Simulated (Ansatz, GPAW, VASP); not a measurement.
## Cu: 3 runs at one level of theory

```
Cu
1.0
     0.00000    1.80750    1.80750
     1.80750    0.00000    1.80750
     1.80750    1.80750    0.00000
Cu
1
Direct
  0.00000 0.00000 0.00000
```

Alike in all runs: task single point; functional LDA; k mesh 13 × 13 × 13; occupations gaussian, width 0.02 eV; no spin polarisation; no spin-orbit coupling. LDA stands for any of its common fits. Pressure is positive in compression and, in plane waves, holds the error of the finite cutoff.

```csv
program and potentials,plane-wave cutoff (eV),notes,pressure (GPa)
"GPAW, the program's PAW data sets (release 1.2.1) made for this functional",600,-,-11.54
"Ansatz, all-electron LAPW, scalar-relativistic",-,-,?
"VASP, LDA PAW files Cu_GW, 550 eV",550,-,-13.68
```

Question: Estimate from the other rows what the run with Ansatz, all-electron LAPW, scalar-relativistic gave.

Answer: Pressure -12.68 GPa. The other rows, which needn't bracket it: pressure -13.68 to -11.54.
